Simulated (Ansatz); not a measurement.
# Indium, body-centred tetragonal: r²SCAN0 at the r²SCAN geometry

Aim: see what exact exchange does to the levels, and what it costs. Spin polarisation is left out. The geometry was relaxed under r²SCAN beforehand and is kept. Exact exchange is dear, so the k-mesh is coarse, and r²SCAN is run on the same mesh for comparison.

Computed with Ansatz 0.2.0 (DFT, plane waves (500 eV) with PBE-made PAW files, scalar-relativistic; functionals as named at each step, unless a step says otherwise).

### 1 The starting structure

It takes space group C2/m (No. 12, monoclinic). Conventional cell: a = 4.492 Å, b = 4.639 Å, c = 3.339 Å, α = 90.00°, β = 130.88°, γ = 90.00°. In (site symmetry 2/m) is surrounded by 12 In at 3.23 to 3.43 Å.

Structure file:

```
In
1.0
    -1.61906    1.66124    2.52477
     1.66124   -1.61906    2.52477
     1.56693    1.56693   -2.49705
In
1
Direct
  0.00000 0.00000 0.00000
```

### 2 r²SCAN on the coarse mesh

The run with r²SCAN.

input.yaml reads:

```yaml
crystal:
  lattice:
    - [-1.6190647413, 1.6612413047, 2.5247668713]
    - [1.6612413047, -1.6190647413, 2.5247668713]
    - [1.5669312687, 1.5669312687, -2.497052622]
  atoms:
    - { symbol: In, position: [0.0, 0.0, 0.0] }
hamiltonian:
  xc: r2scan
  pseudopotentials:
    kind: paw
    azcp:
      In: "pseudopotentials/In.paw.azcp"
basis:
  ecutwfc: 500
  fft_grid_basis: typed
kpoints:
  mp_grid: { grid: [6, 6, 7], shift: [0, 0, 0] }
magnetization:
  spin_polarized: false
scf:
  occupations: { method: fermi_dirac, width: 0.1 }
```

### 3 r²SCAN0 on the coarse mesh

The run with r²SCAN0.

Changes to input.yaml since step 2:

```diff
@@ -8,3 +8,3 @@
 hamiltonian:
-  xc: r2scan
+  xc: r2scan0
   pseudopotentials:
```

(Steps that only read results are left out.)

Q: Predict the outcome of this session. Wanted: r²SCAN: gap; r²SCAN0: gap.

The runs gave:

| quantity | value |
| --- | --- |
| r²SCAN: gap | none (levels filled in part) |
| r²SCAN0: gap | none (levels filled in part) |
| r²SCAN0: SCF cycles, exchange loops | 30, 2 |
| r²SCAN0: CPU time over that of r²SCAN | 16 |

What this shows: Both r²SCAN and r²SCAN0 leave levels filled in part. The hybrid took 16 times as much CPU time as r²SCAN on the same settings. r²SCAN0 needed 2 outer loops of the exchange operator. The total energies in the logs cannot be compared from one functional to another.
